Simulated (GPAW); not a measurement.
A run of GPAW 26.7.0 is set up as follows.

run.py

```python
import numpy as np
from ase.dft.bandgap import bandgap
from ase.io import read, write
from ase.units import Ha
from gpaw import GPAW, PW
from gpaw.hybrids.energy import non_self_consistent_energy
from gpaw.new.pw.nschse import non_self_consistent_matrix_elements

atoms = read('POSCAR')

calc = GPAW(mode=PW(400),
            xc='MGGA_X_TPSS+MGGA_C_TPSS',
            kpts={'size': (5, 5, 5), 'gamma': True},
            occupations={'name': 'fermi-dirac', 'width': 0.001},
            nbands=18,
            convergence={'density': 1e-06, 'bands': 16},
            eigensolver={'name': 'davidson', 'niter': 2},
            maxiter=150,
            txt='gpaw.txt')
atoms.calc = calc
energy = atoms.get_potential_energy()
calc.write('gs.gpw')
write('result.traj', atoms)
print(f'Energy: {energy:.6f} eV')
print('Fermi level:', round(calc.get_fermi_level(), 4), 'eV')
print(f'Gap: {bandgap(calc)[0]:.4f} eV, direct: {bandgap(calc, direct=True)[0]:.4f} eV')

calc.write('wfs.gpw', mode='all')
eps = calc.eigenvalues()
free = calc.get_potential_energy(force_consistent=True)
semilocal_x = free + calc.get_xc_difference('MGGA_X_TPSS')  # without correlation
exact_x = non_self_consistent_energy(calc, 'EXX').sum()
h_x = non_self_consistent_matrix_elements(GPAW('wfs.gpw').dft, 'MGGA_X_TPSS')
h_exx = non_self_consistent_matrix_elements(GPAW('wfs.gpw').dft, 'EXX')
shift = np.einsum('sknn->skn', h_exx - h_x).real * Ha
np.savetxt('shift.dat', shift[..., :16].reshape((-1, 16)), fmt='%.4f')
occupied = eps < calc.get_fermi_level()
for name, a in {'TPSSh': 0.1, 'TPSS0': 0.25}.items():
    levels = (eps + a * shift)[..., :16]
    gap = levels[~occupied[..., :16]].min() - levels[occupied[..., :16]].max()
    print(f'{name}: share {a}, energy {free + a * (exact_x - semilocal_x):.6f} eV, gap {gap:.4f} eV')
```

The input POSCAR:

```
CdSe
1.0
    0.0000000000      3.1500539396      3.1500539396
    3.1500539396      0.0000000000      3.1500539396
    3.1500539396      3.1500539396      0.0000000000
Cd Se
1 1
Direct
    0.0000000000      0.0000000000      0.0000000000
    0.2500000000      0.2500000000      0.2500000000
```

Potentials or basis: GPAW PAW data sets (gpaw-data 1.2.1), pw.

Run with:

```console
$ OMP_NUM_THREADS=1 python run.py
```

What does it give for the band gap on the k mesh?

0.61 eV, direct.

Band gaps from one-shot exact exchange on these states (eV): tpssh 1.18, tpss0 2.02

Caveat: energy and the plain gap are those of the semilocal run; the hybrids' values are one shot on its orbitals and mesh.
